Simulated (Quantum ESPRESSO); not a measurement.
# CdSe (Cadmoselite) (P6_3mc) in Quantum ESPRESSO: settings compared

The runs below take CdSe (Cadmoselite) through single point, equation of state, band structure, with SCAN+D3(BJ), r2SCAN.

Program: Quantum ESPRESSO 7.5. These are calculated values, not measurements. Logs are shortened: lines on timing, memory, paths and dates and some standing lists are left out, and cuts for length are marked.

**Measured values to compare with.**

From a printed reference work, data compilation, for a bulk crystal of CdSe at 2 K: band gap 1.841 eV.

How close the calculation comes is told below.

### 1 Starting point

It takes space group P6_3mc (No. 186, hexagonal). Conventional cell: a = 4.300 Å, b = 4.300 Å, c = 7.020 Å, α = 90.00°, β = 90.00°, γ = 120.00°. Around Cd (site symmetry 3m) lie 4 Se at 2.61 to 2.70 Å. Se (site symmetry 3m) is surrounded by 4 Cd at 2.61 to 2.70 Å.

### 2 Single point, SCAN+D3(BJ), 26.42 Å³/atom

The input, pw.in:

```
&CONTROL
  calculation = 'scf'
  prefix = 'pwscf'
  outdir = './tmp'
  pseudo_dir = './pseudo'
  tprnfor = .true.
  tstress = .true.
  disk_io = 'nowf'
/
&SYSTEM
  ibrav = 0
  nat = 4
  ntyp = 2
  ecutwfc = 70
  nbnd = 36
  input_dft = 'scan'
  occupations = 'smearing'
  smearing = 'fd'
  degauss = 0.00367493
  vdw_corr = 'grimme-d3'
  dftd3_version = 4
  nosym = .true.
  nr1 = 48
  nr2 = 48
  nr3 = 96
/
&ELECTRONS
  conv_thr = 1d-08
  electron_maxstep = 120
  mixing_beta = 0.5
/
ATOMIC_SPECIES
Cd   112.4140 Cd_ONCV_PBE-1.2.upf
Se    78.9710 Se_ONCV_PBE-1.2.upf
CELL_PARAMETERS angstrom
   4.2122202675    0.0000000000    0.0000000000
  -2.1061101337    3.6478897580    0.0000000000
   0.0000000000    0.0000000000    6.8766944832
ATOMIC_POSITIONS crystal
Cd     0.6666666667    0.3333333333    0.5000000000
Cd     0.3333333333    0.6666666667    0.0000000000
Se     0.6666666667    0.3333333333    0.8850000000
Se     0.3333333333    0.6666666667    0.3850000000
K_POINTS automatic
5 5 3 0 0 0
```

Potentials or basis: SG15 PBE 1.2.

The run is started by

```console
$ OMP_NUM_THREADS=1 mpirun -n 2 pw.x -nk 2 -in pw.in > pw.out
```

pw.out:

```text
This program is part of the open-source Quantum ESPRESSO suite
     for quantum simulation of materials; please cite
         "P. Giannozzi et al., J. Phys.:Condens. Matter 21 395502 (2009);
         "P. Giannozzi et al., J. Phys.:Condens. Matter 29 465901 (2017);
         "P. Giannozzi et al., J. Chem. Phys. 152 154105 (2020);
     in publications or presentations arising from this work. More details at

     IMPORTANT: XC functional enforced from input :
     Exchange-correlation= SCAN
                           (   0   0   0   0   0 263 267)
     Any further DFT definition will be discarded
     Please, verify this is what you really want

     K-points division:     npool     =       2
     Subspace diagonalization in iterative solution of the eigenvalue problem:
     a serial algorithm will be used

     G-vector sticks info
     --------------------
     sticks:   dense  smooth     PW     G-vecs:    dense   smooth      PW
     Sum        1237    1237    361                56265    56265    8845

     Using Slab Decomposition

     bravais-lattice index     =            0
     lattice parameter (alat)  =       7.9599  a.u.
     unit-cell volume          =     713.0650 (a.u.)^3
     number of atoms/cell      =            4
     number of atomic types    =            2
     number of electrons       =        52.00
     number of Kohn-Sham states=           36
     kinetic-energy cutoff     =      70.0000  Ry
     charge density cutoff     =     280.0000  Ry
     scf convergence threshold =      1.0E-08
     mixing beta               =       0.5000
     number of iterations used =            8  plain     mixing
     Exchange-correlation= SCAN
                           (   0   0   0   0   0 263 267)

     celldm(1)=   7.959943  celldm(2)=   0.000000  celldm(3)=   0.000000
     celldm(4)=   0.000000  celldm(5)=   0.000000  celldm(6)=   0.000000

     crystal axes: (cart. coord. in units of alat)
               a(1) = (   1.000000   0.000000   0.000000 )
               a(2) = (  -0.500000   0.866025   0.000000 )
               a(3) = (   0.000000   0.000000   1.632558 )

     reciprocal axes: (cart. coord. in units 2 pi/alat)
               b(1) = (  1.000000  0.577350 -0.000000 )
               b(2) = (  0.000000  1.154701  0.000000 )
               b(3) = (  0.000000 -0.000000  0.612536 )

     PseudoPot. # 1 for Cd read from file:
     Cd_ONCV_PBE-1.2.upf
     Pseudo is Norm-conserving, Zval = 20.0
     Generated using ONCVPSP code by D. R. Hamann
     Using radial grid of  602 points,  6 beta functions with:
                l(1) =   0
                l(2) =   0
                l(3) =   1
                l(4) =   1
                l(5) =   2
                l(6) =   2

     PseudoPot. # 2 for Se read from file:
     Se_ONCV_PBE-1.2.upf
     Pseudo is Norm-conserving, Zval =  6.0
     Generated using ONCVPSP code by D. R. Hamann
     Using radial grid of  602 points,  6 beta functions with:
                l(1) =   0
                l(2) =   0
                l(3) =   1
                l(4) =   1
                l(5) =   2
                l(6) =   2

     atomic species   valence    mass     pseudopotential
     Cd               20.00   112.41400     Cd( 1.00)
     Se                6.00    78.97100     Se( 1.00)

     No symmetry found

   Cartesian axes

     site n.     atom                  positions (alat units)
         1        Cd     tau(   1) = (   0.5000000   0.2886751   0.8162791  )
         2        Cd     tau(   2) = (  -0.0000000   0.5773503   0.0000000  )
         3        Se     tau(   3) = (   0.5000000   0.2886751   1.4448140  )
         4        Se     tau(   4) = (  -0.0000000   0.5773503   0.6285349  )

     --------------------------------------------
     DFT-D3 Dispersion Correction (3-body terms):
     --------------------------------------------
       Reference C6 values for interpolation:

         atom   Coordination number   C6
         Se         0.000           427.35
         Se         0.990           427.57
         Se         1.981           421.05
         Cd         0.000           936.38
         Cd         1.954           526.90

       Values used:

         atom   Coordination number  R0_AB[au]  C6      C8
         Cd         4.244            3.271    526.90  49267.81
         Cd         4.244            3.271    526.90  49267.81
         Se         3.992            3.332    421.05  29958.36
         Se         3.992            3.332    421.05  29958.36

         Molecular C6 ( Ry / a.u.^6 ) =      7549.34

     number of k points=    38  Fermi-Dirac smearing, width (Ry)=  0.0037
                       cart. coord. in units 2pi/alat
        k(    1) = (   0.0000000   0.0000000   0.0000000), wk =   0.0266667
        k(    2) = (   0.0000000   0.0000000   0.2041785), wk =   0.0533333
        k(    3) = (   0.0000000   0.2309401   0.0000000), wk =   0.0533333
        k(    4) = (   0.0000000   0.2309401   0.2041785), wk =   0.0533333
        k(    5) = (   0.0000000   0.2309401  -0.2041785), wk =   0.0533333
        k(    6) = (   0.0000000   0.4618802   0.0000000), wk =   0.0533333
[... 30 lines left out ...]
        k(   37) = (   0.4000000  -0.0000000   0.2041785), wk =   0.0533333
        k(   38) = (   0.4000000  -0.0000000  -0.2041785), wk =   0.0533333

     Dense  grid:    56265 G-vectors     FFT dimensions: (  48,  48,  96)

     WARNING: libxc functional with ID  263 depends
      on external parameters: check the user_guide of
      QE if you need to modify them or to check their
      default values.

     Initial potential from superposition of free atoms

     starting charge      51.8953, renormalised to      52.0000
     Starting wfcs are random

     Self-consistent Calculation

     iteration #  1     ecut=    70.00 Ry     beta= 0.50
     Davidson diagonalization with overlap
     ethr =  1.00E-02,  avg # of iterations =  9.6

     total energy              =    -659.07364263 Ry
     estimated scf accuracy    <      35.34246739 Ry

     iteration #  2     ecut=    70.00 Ry     beta= 0.50
     Davidson diagonalization with overlap
     ethr =  1.00E-02,  avg # of iterations =  1.0

     total energy              =    -659.45425784 Ry
     estimated scf accuracy    <       6.61236205 Ry

     iteration #  3     ecut=    70.00 Ry     beta= 0.50
     Davidson diagonalization with overlap
     ethr =  1.00E-02,  avg # of iterations =  1.0
[... 36 lines left out ...]
     total energy              =    -659.48165059 Ry
     estimated scf accuracy    <       0.00000208 Ry

     iteration #  9     ecut=    70.00 Ry     beta= 0.50
     Davidson diagonalization with overlap
     ethr =  4.00E-09,  avg # of iterations =  1.0

     total energy              =    -659.48165060 Ry
     estimated scf accuracy    <       0.00000051 Ry

     iteration # 10     ecut=    70.00 Ry     beta= 0.50
     Davidson diagonalization with overlap
     ethr =  9.84E-10,  avg # of iterations =  1.0

     End of self-consistent calculation

          k = 0.0000 0.0000 0.0000 (  7055 PWs)   bands (ev):

   -96.7595 -96.7594 -57.1367 -57.1367 -57.1366 -57.1366 -57.1251 -57.1245
    -5.7193  -5.2833  -0.5114  -0.5114  -0.4393  -0.4393  -0.4244  -0.0438
    -0.0438   0.0362   0.0362   0.3673   3.1179   7.0365   7.0365   7.8254
     7.8626   7.8626   8.9615  10.3373  14.1541  14.1541  14.4469  15.3866
    15.3866  16.1428  17.6813  17.8282

          k = 0.0000 0.0000 0.2042 (  7078 PWs)   bands (ev):

   -96.7595 -96.7594 -57.1367 -57.1367 -57.1367 -57.1367 -57.1249 -57.1247
    -5.6102  -5.3916  -0.4972  -0.4972  -0.4612  -0.4612  -0.3392  -0.0206
    -0.0206   0.0028   0.0194   0.0194   4.1343   6.1214   7.2304   7.2304
     7.6425   7.6425  10.3163  10.5269  13.8505  14.3099  14.3099  14.8864
    14.8864  14.9368  17.9239  18.7373

          k = 0.0000 0.2309 0.0000 (  7084 PWs)   bands (ev):
[... 121 lines left out ...]
   -96.7594 -96.7594 -57.1370 -57.1370 -57.1369 -57.1368 -57.1249 -57.1246
    -5.3796  -5.1469  -0.4018  -0.3438  -0.2609  -0.2479  -0.1162  -0.0809
    -0.0509  -0.0288   0.0759   0.5374   3.5411   4.5919   4.9242   5.5081
     6.6730   6.9338  11.8889  12.7771  13.1929  13.4845  14.7891  15.1073
    16.1993  16.8675  18.0329  18.4294

          k = 0.2000-0.3464 0.2042 (  7053 PWs)   bands (ev):

   -96.7594 -96.7594 -57.1370 -57.1370 -57.1368 -57.1368 -57.1248 -57.1247
    -5.3163  -5.1995  -0.3671  -0.3383  -0.2822  -0.2821  -0.1504  -0.1097
    -0.0048   0.0029   0.1101   0.3441   3.6939   4.2085   5.7106   5.7231
     6.3262   6.8866  11.6970  12.5709  13.3874  13.5960  14.5549  14.7019
    15.6537  16.6825  18.2205  18.6369

          k = 0.2000-0.3464-0.2042 (  7053 PWs)   bands (ev):

   -96.7594 -96.7594 -57.1370 -57.1370 -57.1368 -57.1368 -57.1248 -57.1247
    -5.3163  -5.1995  -0.3671  -0.3383  -0.2822  -0.2821  -0.1504  -0.1097
    -0.0048   0.0029   0.1101   0.3441   3.6939   4.2085   5.7106   5.7231
     6.3262   6.8866  11.6970  12.5709  13.3874  13.5960  14.5549  14.7019
    15.6537  16.6825  18.2205  18.6369

          k = 0.2000-0.1155 0.0000 (  7084 PWs)   bands (ev):

   -96.7594 -96.7594 -57.1369 -57.1368 -57.1368 -57.1367 -57.1250 -57.1246
    -5.5801  -5.2177  -0.4517  -0.4321  -0.3675  -0.3618  -0.3444  -0.0704
    -0.0439  -0.0087   0.0451   0.4399   3.3806   5.5120   6.0430   6.5171
     7.5055   7.5177  10.5664  11.5569  13.3975  14.3534  14.7650  15.3983
    15.4642  16.3928  16.5282  17.4892

          k = 0.2000-0.1155 0.2042 (  7060 PWs)   bands (ev):

   -96.7594 -96.7594 -57.1369 -57.1368 -57.1368 -57.1367 -57.1249 -57.1247
    -5.4872  -5.3054  -0.4316  -0.4188  -0.3870  -0.3867  -0.2817  -0.0886
    -0.0208  -0.0126   0.0237   0.1668   4.1423   5.3339   5.9737   6.7459
     6.9952   7.2429  11.1783  11.7441  13.3271  13.5153  14.5921  15.0647
    15.5162  15.8302  17.4833  18.3129

          k = 0.2000-0.1155-0.2042 (  7060 PWs)   bands (ev):

   -96.7594 -96.7594 -57.1369 -57.1368 -57.1368 -57.1367 -57.1249 -57.1247
    -5.4872  -5.3054  -0.4316  -0.4188  -0.3870  -0.3867  -0.2817  -0.0886
    -0.0208  -0.0126   0.0237   0.1668   4.1423   5.3339   5.9737   6.7459
     6.9952   7.2429  11.1783  11.7441  13.3271  13.5153  14.5922  15.0647
    15.5161  15.8302  17.4833  18.3129

          k = 0.4000 0.2309 0.0000 (  7036 PWs)   bands (ev):

   -96.7594 -96.7594 -57.1371 -57.1371 -57.1369 -57.1367 -57.1249 -57.1246
    -5.3246  -5.1356  -0.3736  -0.3696  -0.2352  -0.1828  -0.1172  -0.1031
    -0.0092   0.0623   0.1021   0.5166   3.3277   4.0913   4.8224   5.8252
     6.6559   6.9845  11.4391  11.4867  13.0181  14.3833  14.9613  16.1032
    16.3085  17.5679  18.5381  18.7470

          k = 0.4000 0.2309 0.2042 (  7032 PWs)   bands (ev):

   -96.7594 -96.7594 -57.1371 -57.1371 -57.1368 -57.1368 -57.1248 -57.1247
    -5.2717  -5.1768  -0.3567  -0.3375  -0.2750  -0.2675  -0.1065  -0.0814
     0.0037   0.0386   0.1796   0.3802   3.3090   3.7183   5.6699   6.0880
     6.6622   6.7260  10.9598  11.5858  13.0850  13.4776  15.5665  15.6706
    16.3092  17.3345  17.9277  19.3670
[... 59 lines left out ...]
   -96.7594 -96.7594 -57.1371 -57.1371 -57.1369 -57.1367 -57.1249 -57.1246
    -5.3246  -5.1356  -0.3736  -0.3696  -0.2352  -0.1828  -0.1172  -0.1031
    -0.0092   0.0623   0.1021   0.5166   3.3277   4.0913   4.8224   5.8252
     6.6559   6.9845  11.4391  11.4867  13.0181  14.3833  14.9613  16.1033
    16.3085  17.5679  18.5381  18.7470

          k = 0.4000-0.2309 0.2042 (  7032 PWs)   bands (ev):

   -96.7594 -96.7594 -57.1371 -57.1371 -57.1368 -57.1368 -57.1248 -57.1247
    -5.2717  -5.1768  -0.3567  -0.3375  -0.2750  -0.2675  -0.1065  -0.0814
     0.0037   0.0386   0.1796   0.3802   3.3090   3.7183   5.6699   6.0880
     6.6622   6.7260  10.9598  11.5858  13.0850  13.4776  15.5665  15.6706
    16.3092  17.3345  17.9277  19.3670

          k = 0.4000-0.2309-0.2042 (  7032 PWs)   bands (ev):

   -96.7594 -96.7594 -57.1371 -57.1371 -57.1368 -57.1368 -57.1248 -57.1247
    -5.2717  -5.1768  -0.3567  -0.3375  -0.2750  -0.2675  -0.1065  -0.0814
     0.0037   0.0386   0.1796   0.3802   3.3090   3.7183   5.6699   6.0880
     6.6622   6.7260  10.9598  11.5858  13.0850  13.4776  15.5665  15.6706
    16.3092  17.3345  17.9277  19.3670

          k = 0.4000-0.0000 0.0000 (  7055 PWs)   bands (ev):

   -96.7594 -96.7594 -57.1370 -57.1370 -57.1369 -57.1368 -57.1249 -57.1246
    -5.3796  -5.1469  -0.4018  -0.3438  -0.2609  -0.2479  -0.1162  -0.0809
    -0.0509  -0.0288   0.0759   0.5374   3.5411   4.5919   4.9242   5.5081
     6.6730   6.9338  11.8889  12.7771  13.1929  13.4845  14.7891  15.1073
    16.1993  16.8675  18.0329  18.4294

          k = 0.4000-0.0000 0.2042 (  7053 PWs)   bands (ev):

   -96.7594 -96.7594 -57.1370 -57.1370 -57.1368 -57.1368 -57.1248 -57.1247
    -5.3163  -5.1995  -0.3671  -0.3383  -0.2822  -0.2821  -0.1504  -0.1097
    -0.0048   0.0029   0.1101   0.3441   3.6939   4.2085   5.7106   5.7231
     6.3262   6.8866  11.6970  12.5709  13.3874  13.5960  14.5549  14.7019
    15.6537  16.6825  18.2205  18.6369

          k = 0.4000-0.0000-0.2042 (  7053 PWs)   bands (ev):

   -96.7594 -96.7594 -57.1370 -57.1370 -57.1368 -57.1368 -57.1248 -57.1247
    -5.3163  -5.1995  -0.3671  -0.3383  -0.2822  -0.2821  -0.1504  -0.1097
    -0.0048   0.0029   0.1101   0.3441   3.6939   4.2085   5.7106   5.7231
     6.3262   6.8866  11.6970  12.5709  13.3874  13.5960  14.5549  14.7019
    15.6537  16.6825  18.2205  18.6369

     the Fermi energy is     8.4353 ev

!    total energy              =    -659.48165061 Ry
     estimated scf accuracy    <          6.4E-09 Ry
     smearing contrib. (-TS)   =      -0.00000006 Ry
     internal energy E=F+TS    =    -659.48165055 Ry

     The total energy is F=E-TS. E is the sum of the following terms:
     one-electron contribution =    -425.45193540 Ry
     hartree contribution      =     218.69144832 Ry
     xc contribution           =     -63.73971707 Ry
     ewald contribution        =    -388.95597205 Ry
     DFT-D3 Dispersion         =      -0.02547434 Ry

     convergence has been achieved in  10 iterations

     Forces acting on atoms (cartesian axes, Ry/au):

     atom    1 type  1   force =    -0.00000006   -0.00000002    0.01417767
     atom    2 type  1   force =     0.00000007    0.00000024    0.01416664
     atom    3 type  2   force =    -0.00000007   -0.00000014   -0.01417046
     atom    4 type  2   force =     0.00000006   -0.00000007   -0.01417386

     Total force =     0.028344     Total SCF correction =     0.000442

     Computing stress (Cartesian axis) and pressure

          total   stress  (Ry/bohr**3)                   (kbar)     P=       49.99
   0.00040613  -0.00000000   0.00000000           59.74       -0.00        0.00
  -0.00000000   0.00040613   0.00000000           -0.00       59.74        0.00
   0.00000000   0.00000000   0.00020717            0.00        0.00       30.48

=------------------------------------------------------------------------------=
   JOB DONE.
=------------------------------------------------------------------------------=
```

Wall time 4.8 min (2 MPI ranks of Intel Xeon 6975P-C (Granite Rapids), shared host); peak memory 0.48 GiB.

Results:

```
Free energy            : -8972.7050 eV
Pressure               : 5.0 GPa
Largest force          : 0.365 eV/Å
Band gap on the k mesh : 1.10 eV, direct
```

Caveat: the potentials were made for another functional, which shifts forces and pressure.

### 3 Single point, SCAN+D3(BJ), 26.98 Å³/atom

pw.in: that of step 2 with these lines changed.

```diff
@@ -35,5 +35,5 @@
 CELL_PARAMETERS angstrom
-   4.2122202675    0.0000000000    0.0000000000
-  -2.1061101337    3.6478897580    0.0000000000
-   0.0000000000    0.0000000000    6.8766944832
+   4.2418847678    0.0000000000    0.0000000000
+  -2.1209423839    3.6735799689    0.0000000000
+   0.0000000000    0.0000000000    6.9251235047
 ATOMIC_POSITIONS crystal
```

Potentials or basis: SG15 PBE 1.2.

The run is started by

```console
$ OMP_NUM_THREADS=1 mpirun -n 2 pw.x -nk 2 -in pw.in > pw.out
```

Run time: 3.9 min. Hardware: 2 MPI ranks of Intel Xeon 6975P-C (Granite Rapids), shared host; peak memory 0.48 GiB.

The run converged. Its results:

```yaml
Free_energy: -8972.7646 eV
Pressure: 3.5 GPa
Largest_force: 0.338 eV/Å
Band_gap_on_the_k_mesh: 1.05 eV, direct
```

Caveat: the potentials were made for another functional, which shifts forces and pressure.

### 4 Single point, SCAN+D3(BJ), 27.54 Å³/atom

pw.in: that of step 3 with these lines changed.

```diff
@@ -35,5 +35,5 @@
 CELL_PARAMETERS angstrom
-   4.2418847678    0.0000000000    0.0000000000
-  -2.1209423839    3.6735799689    0.0000000000
-   0.0000000000    0.0000000000    6.9251235047
+   4.2711400700    0.0000000000    0.0000000000
+  -2.1355700350    3.6989158038    0.0000000000
+   0.0000000000    0.0000000000    6.9728844864
 ATOMIC_POSITIONS crystal
```

The run is started by

```console
$ OMP_NUM_THREADS=1 mpirun -n 2 pw.x -nk 2 -in pw.in > pw.out
```

Run time: 4.7 min. Hardware: 2 MPI ranks of Intel Xeon 6975P-C (Granite Rapids), shared host; peak memory 0.5 GiB.

It converged, with:

- Free energy: -8972.8040 eV
- Pressure: 2.1 GPa
- Largest force: 0.312 eV/Å
- Band gap on the k mesh: 1.01 eV, direct

Caveat: the potentials were made for another functional, which shifts forces and pressure.

### 5 Single point, SCAN+D3(BJ), 28.10 Å³/atom

pw.in: that of step 4 with these lines changed.

```diff
@@ -35,5 +35,5 @@
 CELL_PARAMETERS angstrom
-   4.2711400700    0.0000000000    0.0000000000
-  -2.1355700350    3.6989158038    0.0000000000
-   0.0000000000    0.0000000000    6.9728844864
+   4.3000000000    0.0000000000    0.0000000000
+  -2.1500000000    3.7239092363    0.0000000000
+   0.0000000000    0.0000000000    7.0200000000
 ATOMIC_POSITIONS crystal
```

The run is started by

```console
$ OMP_NUM_THREADS=1 mpirun -n 2 pw.x -nk 2 -in pw.in > pw.out
```

It took 5 min on 2 MPI ranks of Intel Xeon 6975P-C (Granite Rapids), shared host; peak memory 0.46 GiB.

It converged, with:

- Free energy: -8972.8252 eV
- Pressure: 0.9 GPa
- Largest force: 0.288 eV/Å
- Band gap on the k mesh: 0.96 eV, direct

Caveat: the potentials were made for another functional, which shifts forces and pressure.

### 6 Single point, SCAN+D3(BJ), 28.66 Å³/atom

pw.in: that of step 5 with these lines changed.

```diff
@@ -35,5 +35,5 @@
 CELL_PARAMETERS angstrom
-   4.3000000000    0.0000000000    0.0000000000
-  -2.1500000000    3.7239092363    0.0000000000
-   0.0000000000    0.0000000000    7.0200000000
+   4.3284776511    0.0000000000    0.0000000000
+  -2.1642388256    3.7485716056    0.0000000000
+   0.0000000000    0.0000000000    7.0664914211
 ATOMIC_POSITIONS crystal
```

Potentials or basis: SG15 PBE 1.2.

The run is started by

```console
$ OMP_NUM_THREADS=1 mpirun -n 2 pw.x -nk 2 -in pw.in > pw.out
```

It took 4.4 min on 2 MPI ranks of Intel Xeon 6975P-C (Granite Rapids), shared host; peak memory 0.48 GiB.

Results (log left out):

| Quantity | Value |
| --- | --- |
| Free energy | -8972.8303 eV |
| Pressure | -0.2 GPa |
| Largest force | 0.265 eV/Å |
| Band gap on the k mesh | 0.92 eV, direct |

Caveat: the potentials were made for another functional, which shifts forces and pressure.

### 7 Single point, SCAN+D3(BJ), 29.23 Å³/atom

pw.in: that of step 6 with these lines changed.

```diff
@@ -35,5 +35,5 @@
 CELL_PARAMETERS angstrom
-   4.3284776511    0.0000000000    0.0000000000
-  -2.1642388256    3.7485716056    0.0000000000
-   0.0000000000    0.0000000000    7.0664914211
+   4.3565854364    0.0000000000    0.0000000000
+  -2.1782927182    3.7729136617    0.0000000000
+   0.0000000000    0.0000000000    7.1123790148
 ATOMIC_POSITIONS crystal
```

The run is started by

```console
$ OMP_NUM_THREADS=1 mpirun -n 2 pw.x -nk 2 -in pw.in > pw.out
```

Wall time 6.7 min (2 MPI ranks of Intel Xeon 6975P-C (Granite Rapids), shared host); peak memory 0.48 GiB.

Results (log left out):

```
Free energy            : -8972.8207 eV
Pressure               : -1.2 GPa
Largest force          : 0.244 eV/Å
Band gap on the k mesh : 0.87 eV, direct
```

Caveat: the potentials were made for another functional, which shifts forces and pressure.

[end of part 1 of 2]
